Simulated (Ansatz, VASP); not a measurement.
**One calculation of NaCl, two programs**

File POSCAR:

```
NaCl
1.0
    0.0713160012      3.0872727775      3.0872727775
    3.0872727775      0.0713160012      3.0872727775
    3.1585887787      3.1585887787      0.0000000000
Na Cl
1 1
Direct
    0.0052379633      0.0052379633     -0.0052379633
    0.2447620367      0.2447620367      0.2552379633
```

INCAR.step1

```
  ALGO = Normal
  EDIFF = 1E-4
  ENCUT = 520
  GGA = PE
  ISMEAR = 0
  LASPH = True
  LCHARG = False
  LREAL = False
  LWAVE = True
  NBANDS = 14
  NELM = 100
  PREC = Accurate
  SIGMA = 0.01
```

File INCAR.step2:

```
  ALGO = Normal
  EDIFF = 1E-6
  ENCUT = 520
  ISIF = 2
  ISMEAR = 0
  ISTART = 1
  LASPH = True
  LCHARG = False
  LMIXTAU = True
  LREAL = False
  LWAVE = False
  METAGGA = R2SCAN
  NBANDS = 14
  NELM = 100
  PREC = Accurate
  SIGMA = 0.01
```

Contents of KPOINTS:

```
k-points
0
Gamma
  8 8 8
```

Input for Ansatz:

```yaml
crystal:
  lattice:
    - [0.0713160012, 3.0872727775, 3.0872727775]
    - [3.0872727775, 0.0713160012, 3.0872727775]
    - [3.1585887787, 3.1585887787, 0.0]
  atoms:
    - { symbol: Na, position: [0.0052379633, 0.0052379633, -0.0052379633] }
    - { symbol: Cl, position: [0.2447620367, 0.2447620367, 0.2552379633] }
kpoints:
  mp_grid: { grid: [8, 8, 8] }
  band_path:
    path:
      - [0.0, 0.0, 0.0]
      - [-0.5, -0.5, 0.0]
      - [-0.375, -0.375, 0.25]
      - [-0.375, 0.0, 0.375]
      - [0.0, 0.0, 0.5]
      - [-0.5, -0.25, 0.25]
    npoints: 1
hamiltonian:
  xc: r2scan
scf:
  occupations: { method: fixed }
  n_extra_bands: 4
output:
  forces: true
  stress: true
  eigenvalues: true
```

Change from the starting cell: shear_xy strain +4.6%.

Alike in both runs: task single point; functional r2SCAN; k mesh 8 × 8 × 8; no spin polarisation.

|  | VASP | Ansatz |
| --- | --- | --- |
| version | VASP 6.6.1 | Ansatz 0.2.0 |
| potentials or method | VASP PAW PBE potentials, release 64 (Na_pv, Cl) | plane waves, PAW |
| plane-wave cutoff (eV) | 520 | 500 |
| occupations | gaussian, width 0.01 eV | fixed |
| valence electrons in the cell | 14 | 16 |

Ansatz gave:

| Property | Result |
| --- | --- |
| gap on the k mesh at the Fermi level (eV) | 5.48 |
| pressure (GPa) | 0.0 |
| largest component of the traceless stress (GPa) | 0.26 |

What did VASP give for the same quantities?

gap on the k mesh at the Fermi level (eV): 5.49; pressure (GPa): -0.1; largest component of the traceless stress (GPa): 0.28.

The two sets of potentials don't hold the same shells in valence.

Caveats: the PAW data sets were made with another functional, which shifts forces and pressure a little (VASP). A k mesh can miss the band edges.
